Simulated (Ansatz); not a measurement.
Start from ZnTe in the zinc blende structure (space group F-43m, No. 216; a = 6.1792 Å). Axes: x, y, z lie along the cube axes.

The values are results of DFT with PBE, PAW potentials and a 420 eV plane-wave cutoff in Ansatz (a first-principles code), no spin-orbit coupling, earlier PAW set, not measurements.

Base values:

The band gap is 1.07 eV. The electron mass is 0.077 mₑ (at Γ).

Modification: tensile biaxial strain of 1.09 % in the plane normal to [001], as in epitaxy on a mismatched substrate; the out-of-plane cell vector and the atoms relax.

What happens to the band gap?

The band gap shrinks by 0.10 eV to 0.97 eV.

What does the calculation give for the electron mass after the change?

The electron mass changes from 0.077 mₑ (at Γ) to 0.074 mₑ (at Γ).

What does the calculation give for the energy relative to the base after the change?

The energy goes up by 1.3 meV/atom.

With Te present, leaving out spin-orbit coupling can change the band edges. Effective masses come from finite differences of ±0.01 Å⁻¹. Whether these cells are dynamically stable was not tested.
